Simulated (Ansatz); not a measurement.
The system is Si.

```
Si
1.0
     0.00000    2.72185    2.72185
     2.72185    0.00000    2.72185
     2.72185    2.72185    0.00000
Si
2
Direct
  0.50000 0.50000 0.50000
  0.75000 0.75000 0.75000
```

Program: Ansatz 0.2.0. Alike in all runs: task single point; potentials or basis all-electron PAW datasets made for the crystal; no spin polarisation; cell as given; k mesh 4 × 4 × 4; smearing fermi-dirac 0.05 eV; the mesh is coarse, so values aren't converged.

**Question.** Order these runs on this cell by their band gap on the k mesh, lowest first.
A. level PBE; cutoff (eV) 180
B. level PBE0; cutoff (eV) 200; share of exact exchange 0.25
C. level PBE with a typed share of exact exchange; cutoff (eV) 200; share of exact exchange 0.4

**Answer.** A (0.71 eV), B (2.01 eV), C (2.84 eV).

Caveats: all runs use coarse meshes.

A k mesh can miss the band edges.
